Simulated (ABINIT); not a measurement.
# SnSe (P1) in ABINIT: convergence with smearing width

Aim: find how far smearing width must go before the results for SnSe settle, at BLYP. This setting moves, with any that are tied to it; all else stays.

All numbers are computed with ABINIT 10.8.3 (patched build); they aren't measurements. Logs are shortened: lines on timing, memory, paths and dates and some standing lists are left out, and cuts for length are marked. The log counts tension as positive stress, the text compression.

## Step 1: The cell of the first run

The typed cell holds 2 atoms: a = 4.795 Å, b = 4.795 Å, c = 4.795 Å, α = 60.00°, β = 60.00°, γ = 60.00°.

The cell was built by a generator and needn't be a form met in nature.

The cell isn't the ideal one: atoms moved at random, drawn with an rms of 0.05 Å.

## Step 2: With smearing width 0.272 eV

The input, run.abi:

```
pp_dirpath "./"
pseudos "Sn.GGA_PBE-JTH_sp.xml, Se.GGA_PBE-JTH.xml"

acell 9.0619395867 9.0619395867 9.0619395867
rprim
     0.0000000000     0.7071067812     0.7071067812
     0.7071067812     0.0000000000     0.7071067812
     0.7071067812     0.7071067812     0.0000000000
ntypat 2
znucl 50 34
natom 2
typat 1 2
xred
     0.0016580000     0.0061360000    -0.0001470000
     0.7535530000     0.7302350000     0.7595230000
chkprim 0
chksymtnons 0
tolsym 1.0e-6

ecut 22.0
pawecutdg 44.0
pawxcdev 0

kptopt 1
ngkpt 6 6 6
nshiftk 1
shiftk 0.0 0.0 0.0

ixc -106131

nband 9
occopt 6
tsmear 0.00999582

nstep 100
tolvrs 1.0e-9

iomode 3
prtwf 0
prtden 0
prteig 0
prtebands 0
enunit 2
prtvol 2
```

Potentials or basis: JTH PAW PBE v2.0 sp.

The run is started by

```
> abinit run.abi > log 2>&1
```

Run time: 81 s. Hardware: 1 thread of Arm Neoverse V1, shared host; peak memory 0.26 GiB.

Results (log left out):

```yaml
Free_energy: -358.4283 eV
Pressure: 1.9 GPa
Largest_force: 0.289 eV/Å
Valence_electrons_inside_the_program's_atomic_spheres: Sn 2.23; Se 3.92
```

## Step 3: With smearing width 0.2 eV

run.abi, as its differences from that of step 2:

```diff
@@ -32,3 +32,3 @@
 occopt 6
-tsmear 0.00999582
+tsmear 0.00734986
```

Potentials or basis: JTH PAW PBE v2.0 sp.

The run is started by

```
> abinit run.abi > log 2>&1
```

Run time: 81 s. Hardware: 1 thread of Arm Neoverse V1, shared host; peak memory 0.26 GiB.

The run converged. Its results:

* Free energy: -358.4293 eV
* Pressure: 1.9 GPa
* Largest force: 0.286 eV/Å
* Band gap on the k mesh: 0.27 eV, indirect (least direct gap 0.74 eV)
* Valence electrons inside the program's atomic spheres: Sn 2.23; Se 3.92

## Step 4: With smearing width 0.136 eV

run.abi, as its differences from that of step 3:

```diff
@@ -32,3 +32,3 @@
 occopt 6
-tsmear 0.00734986
+tsmear 0.00499791
```

The run is started by

```
> abinit run.abi > log 2>&1
```

Wall time 81 s (1 thread of Arm Neoverse V1, shared host); peak memory 0.26 GiB.

The run converged. Its results:

| Item | Value |
| --- | --- |
| Free energy | -358.4298 eV |
| Pressure | 1.9 GPa |
| Largest force | 0.284 eV/Å |
| Band gap on the k mesh | 0.27 eV, indirect (least direct gap 0.74 eV) |
| Valence electrons inside the program's atomic spheres | Sn 2.23; Se 3.92 |

## Step 5: With smearing width 0.1 eV

run.abi, as its differences from that of step 4:

```diff
@@ -32,3 +32,3 @@
 occopt 6
-tsmear 0.00499791
+tsmear 0.00367493
```

The run is started by

```
> abinit run.abi > log 2>&1
```

Run time: 81 s. Hardware: 1 thread of Arm Neoverse V1, shared host; peak memory 0.26 GiB.

Results (log left out):

```
Free energy                                           : -358.4300 eV
Pressure                                              : 1.9 GPa
Largest force                                         : 0.284 eV/Å
Band gap on the k mesh                                : 0.27 eV, indirect (least direct gap 0.74 eV)
Valence electrons inside the program's atomic spheres : Sn 2.23; Se 3.92
```

## Step 6: With smearing width 0.05 eV

run.abi, as its differences from that of step 5:

```diff
@@ -32,3 +32,3 @@
 occopt 6
-tsmear 0.00367493
+tsmear 0.00183747
```

Potentials or basis: JTH PAW PBE v2.0 sp.

The run is started by

```
> abinit run.abi > log 2>&1
```

Run time: 82 s. Hardware: 1 thread of Arm Neoverse V1, shared host; peak memory 0.26 GiB.

Results (log left out):

```
Free energy                                           : -358.4302 eV
Pressure                                              : 1.9 GPa
Largest force                                         : 0.284 eV/Å
Band gap on the k mesh                                : 0.27 eV, indirect (least direct gap 0.74 eV)
Valence electrons inside the program's atomic spheres : Sn 2.23; Se 3.92
```

## Step 7: With smearing width 0.025 eV

run.abi, as its differences from that of step 6:

```diff
@@ -32,3 +32,3 @@
 occopt 6
-tsmear 0.00183747
+tsmear 0.00091873
```

The run is started by

```
> abinit run.abi > log 2>&1
```

Run time: 82 s. Hardware: 1 thread of Arm Neoverse V1, shared host; peak memory 0.26 GiB.

It converged, with:

```
Free energy                                           : -358.4303 eV
Pressure                                              : 1.9 GPa
Largest force                                         : 0.284 eV/Å
Band gap on the k mesh                                : 0.27 eV, indirect (least direct gap 0.74 eV)
Valence electrons inside the program's atomic spheres : Sn 2.23; Se 3.92
```

## Step 8: With smearing width 0.01 eV

run.abi, as its differences from that of step 7:

```diff
@@ -32,3 +32,3 @@
 occopt 6
-tsmear 0.00091873
+tsmear 0.00036749
```

Potentials or basis: JTH PAW PBE v2.0 sp.

The run is started by

```
> abinit run.abi > log 2>&1
```

run.abo:

```text
.Version 10.8.3 of ABINIT
 Symmetries : space group P1 (#  1); Bravais aP (primitive triclinic)
================================================================================
 Values of the parameters that define the memory need of the present run
     intxc =       0    ionmov =       0      iscf =      17    lmnmax =      13
     lnmax =       5     mgfft =      40  mpssoang =       3    mqgrid =    3001
     natom =       2  nloc_mem =       2    nspden =       1   nspinor =       1
    nsppol =       1      nsym =       1    n1xccc =       1    ntypat =       2
    occopt =       6   xclevel =       2
       mpw =        2631          nfft =       64000          nkpt =         112
 PAW method is used; the additional fine FFT grid is defined by:
   mgfftf=        60    nfftf =    216000
================================================================================
================================================================================

--------------------------------------------------------------------------------
------------- Echo of variables that govern the present computation ------------
--------------------------------------------------------------------------------
 -outvars: echo values of preprocessed input variables --------
            acell      9.0619395867E+00  9.0619395867E+00  9.0619395867E+00 Bohr
              amu      1.18710000E+02  7.89600000E+01
          chkprim           0
      chksymtnons           0
             ecut      2.20000000E+01 Hartree
           enunit           2
              ixc     -106131
         kptrlatt        6    0    0      0    6    0      0    0    6
          kptrlen      5.43716375E+01
            natom           2
            nband           9
            ngfft          40      40      40
          ngfftdg          60      60      60
             nkpt         112
            nstep         100
             nsym           1
           ntypat           2
           occopt           6
        pawecutdg      4.40000000E+01 Hartree
         pawxcdev           0
           prtden           0
        prtebands           0
           prteig           0
           prtvol           2
            prtwf           0
            rprim      0.0000000000E+00  7.0710678120E-01  7.0710678120E-01
                       7.0710678120E-01  0.0000000000E+00  7.0710678120E-01
                       7.0710678120E-01  7.0710678120E-01  0.0000000000E+00
          spgroup           1
           tolsym      1.00000000E-06
           tolvrs      1.00000000E-09
           tsmear      3.67490000E-04 Hartree
            typat      1  2
           useylm           1
           xangst      2.0307740747E-02  5.1235592366E-03  2.6428206943E-02
                       5.0515310134E+00  5.1305986205E+00  5.0312876986E+00
            xcart      3.8376068247E-02  9.6821237471E-03  4.9942073121E-02
                       9.5460101319E+00  9.6954262547E+00  9.5077558111E+00
             xred      1.6580000000E-03  6.1360000000E-03 -1.4700000000E-04
                       7.5355300000E-01  7.3023500000E-01  7.5952300000E-01
            znucl       50.00000   34.00000

================================================================================

 chkinp: Checking input parameters for consistency.

================================================================================
== DATASET  1 ==================================================================

--- !DatasetInfo
iteration_state: {dtset: 1, }
dimensions: {natom: 2, nkpt: 112, mband: 9, nsppol: 1, nspinor: 1, nspden: 1, mpw: 2631, }
cutoff_energies: {ecut:  22.0, pawecutdg:  44.0, }
[... 490 lines left out ...]
   2.00000    2.00000    2.00000    2.00000    2.00000    0.00000    0.00000    0.00000
[... 640 lines left out ...]
      occupation numbers for kpt# 110
   2.00000    2.00000    2.00000    2.00000    2.00000    0.00000    0.00000    0.00000
   0.00000
 kpt# 111, nband=  9, wtk=  0.00926, kpt=  0.3333  0.5000  0.5000 (reduced coord)
  -0.45847   -0.25117   -0.11552   -0.09759   -0.03557    0.07125    0.11182    0.11891
   0.24378
      occupation numbers for kpt# 111
   2.00000    2.00000    2.00000    2.00000    2.00000    0.00000    0.00000    0.00000
   0.00000
 kpt# 112, nband=  9, wtk=  0.00463, kpt=  0.5000  0.5000  0.5000 (reduced coord)
  -0.45992   -0.24882   -0.09562   -0.08402   -0.07386    0.08017    0.10043    0.12642
   0.24830
      occupation numbers for kpt# 112
   2.00000    2.00000    2.00000    2.00000    2.00000    0.00000    0.00000    0.00000
   0.00000
 Fermi (or HOMO) energy (eV) =   0.14307   Average Vxc (eV)=  -7.27416
 Eigenvalues (   eV  ) for nkpt= 112  k points:
 kpt#   1, nband=  9, wtk=  0.00463, kpt=  0.0000  0.0000  0.0000 (reduced coord)
 -12.90647   -5.22759   -2.16272   -1.84072   -1.75723    1.59494    1.65857    1.96574
   5.21031
 kpt#   2, nband=  9, wtk=  0.00926, kpt=  0.1667  0.0000  0.0000 (reduced coord)
 -12.81417   -5.71569   -2.26398   -1.90234   -1.73251    1.76202    1.81022    2.23638
   6.08779
 kpt#   3, nband=  9, wtk=  0.00926, kpt=  0.3333  0.0000  0.0000 (reduced coord)
 -12.61096   -6.52248   -2.49212   -2.13705   -1.80497    2.08609    2.57505    2.78178
   6.66925
 kpt#   4, nband=  9, wtk=  0.00463, kpt=  0.5000  0.0000  0.0000 (reduced coord)
 -12.49774   -6.88470   -2.59509   -2.23841   -1.90779    2.16373    2.80473    3.49980
   6.77366
 kpt#   5, nband=  9, wtk=  0.00926, kpt=  0.0000  0.1667  0.0000 (reduced coord)
 -12.80623   -5.81531   -2.01823   -1.92882   -1.81367    1.87681    1.93658    2.00280
   6.10715
 kpt#   6, nband=  9, wtk=  0.00926, kpt=  0.1667  0.1667  0.0000 (reduced coord)
 -12.78240   -5.84245   -2.43864   -2.17042   -1.25062    1.14169    2.27828    2.54084
[... 304 lines left out ...]
 kpt# 108, nband=  9, wtk=  0.00926, kpt= -0.1667  0.3333  0.5000 (reduced coord)
 -12.34424   -7.15713   -3.33133   -3.18251    0.08260    1.18877    3.22304    4.22966
   5.80865
 kpt# 109, nband=  9, wtk=  0.00463, kpt=  0.0000  0.5000  0.5000 (reduced coord)
 -12.34609   -7.17761   -3.13259   -3.01828   -0.39150    0.36883    4.36163    4.56927
   5.96325
 kpt# 110, nband=  9, wtk=  0.00926, kpt=  0.1667  0.5000  0.5000 (reduced coord)
 -12.39121   -7.04278   -3.23835   -2.98236   -0.37002    0.97351    3.61902    4.07006
   5.87984
 kpt# 111, nband=  9, wtk=  0.00926, kpt=  0.3333  0.5000  0.5000 (reduced coord)
 -12.47557   -6.83460   -3.14339   -2.65563   -0.96781    1.93886    3.04291    3.23580
   6.63356
 kpt# 112, nband=  9, wtk=  0.00463, kpt=  0.5000  0.5000  0.5000 (reduced coord)
 -12.51515   -6.77078   -2.60191   -2.28621   -2.00974    2.18149    2.73283    3.44017
   6.75660
 Total charge density [el/Bohr^3]
)     Maximum=    1.2754E-01  at reduced coord.    0.8000    0.5667    0.8167
)Next maximum=    1.2754E-01  at reduced coord.    0.8167    0.5667    0.8167
)     Minimum=   -2.5653E-02  at reduced coord.    0.0000    0.0000    0.0000
)Next minimum=   -2.5410E-02  at reduced coord.    0.0000    0.0167    0.0000
   Integrated=    1.0000E+01

--- !EnergyTerms
iteration_state     : {dtset: 1, }
comment             : Components of total free energy in Hartree
kinetic             :  4.54261720444144E+00
hartree             :  2.21805885270522E+00
xc                  : -1.05608302547550E+01
Ewald energy        : -1.07993868722140E+01
psp_core            :  1.12570211468849E+00
local_psp           : -6.29532070247181E+00
PAW spherical_terms :  6.59708332419971E+00
internal            : -1.31720763334059E+01
'-kT*entropy'       :  3.80885222098712E-18
total_energy        : -1.31720763334059E+01
total_energy_eV     : -3.58430456769854E+02
...

--- !EnergyTermsDC
iteration_state     : {dtset: 1, }
comment             : '"Double-counting" decomposition of free energy'
band_energy         : -1.88713272124890E+00
Ewald energy        : -1.07993868722140E+01
psp_core            :  1.12570211468849E+00
xc_dc               : -7.37337060724065E+00
PAW spherical_terms :  5.76211597095983E+00
internal            : -1.31720721150552E+01
'-kT*entropy'       :  3.80885222098712E-18
total_energy_dc     : -1.31720721150552E+01
total_energy_dc_eV  : -3.58430341982683E+02
...

--- !EnergyTermsWithPAWCore
iteration_state     : {dtset: 1, }
comment             : 'Components of total free energy, including PAW core contributions'
Total energy        : -8.60846296343085E+03
Total energy DC     : -8.60846295921250E+03
Total energy (eV)   : -2.34248210682139E+05
Total energy DC (eV): -2.34248210567352E+05
...

 Cartesian components of stress tensor (hartree/bohr^3)
  sigma(1 1)= -6.46711933E-05  sigma(3 2)=  1.41739333E-05
  sigma(2 2)= -6.49655048E-05  sigma(3 1)= -1.02934174E-05
  sigma(3 3)= -6.39959774E-05  sigma(2 1)=  2.07370174E-05

-Cartesian components of stress tensor (GPa)         [Pressure=  1.8990E+00 GPa]
- sigma(1 1)= -1.90269220E+00  sigma(3 2)=  4.17011516E-01
- sigma(2 2)= -1.91135114E+00  sigma(3 1)= -3.02842796E-01
- sigma(3 3)= -1.88282666E+00  sigma(2 1)=  6.10104116E-01

== END DATASET(S) ==============================================================
================================================================================

 -outvars: echo values of variables after computation  --------
            acell      9.0619395867E+00  9.0619395867E+00  9.0619395867E+00 Bohr
           etotal     -1.3172072115E+01
            fcart     -2.9204245427E-03  2.2725258620E-03 -4.1074754562E-03
                       2.9204245427E-03 -2.2725258620E-03  4.1074754562E-03
            rprim      0.0000000000E+00  7.0710678120E-01  7.0710678120E-01
                       7.0710678120E-01  0.0000000000E+00  7.0710678120E-01
                       7.0710678120E-01  7.0710678120E-01  0.0000000000E+00
           strten     -6.4671193252E-05 -6.4965504828E-05 -6.3995977357E-05
                       1.4173933343E-05 -1.0293417407E-05  2.0737017424E-05
           xangst      2.0307740747E-02  5.1235592366E-03  2.6428206943E-02
                       5.0515310134E+00  5.1305986205E+00  5.0312876986E+00
             xred      1.6580000000E-03  6.1360000000E-03 -1.4700000000E-04
                       7.5355300000E-01  7.3023500000E-01  7.5952300000E-01
 Calculation completed.
```

Wall time 81 s (1 thread of Arm Neoverse V1, shared host); peak memory 0.26 GiB.

What came out:

| Property | Result |
| --- | --- |
| Free energy | -358.4303 eV |
| Pressure | 1.9 GPa |
| Largest force | 0.284 eV/Å |
| Band gap on the k mesh | 0.27 eV, indirect (least direct gap 0.74 eV) |
| Valence electrons inside the program's atomic spheres | Sn 2.23; Se 3.92 |

## Step 9: Result

```tsv
smearing width	energy less the tightest run (meV/atom)	largest force (eV/Å)	SCF cycles	CPU time (s)	peak memory (GiB)
0.272 eV	1.03	0.289	11	81	0.26
0.2 eV	0.52	0.286	11	81	0.26
0.136 eV	0.26	0.284	11	81	0.26
0.1 eV	0.16	0.284	11	81	0.26
0.05 eV	0.08	0.284	11	82	0.26
0.025 eV	0.04	0.284	11	82	0.26
0.01 eV	0.00	0.284	11	81	0.26
```

Against the tightest run, the energy stays within 1 meV/atom from 0.2 eV on; the largest force stays within 0.005 eV/Å from 0.272 eV on. The tightest run that finished is the yardstick and may itself not be fully converged.

Caveats: the PAW data sets were made with another functional, which shifts forces and pressure a little; spin-orbit coupling is left out, which moves the levels of the heavy elements; this set keeps more shells in the core, which shifts pressures and gaps.
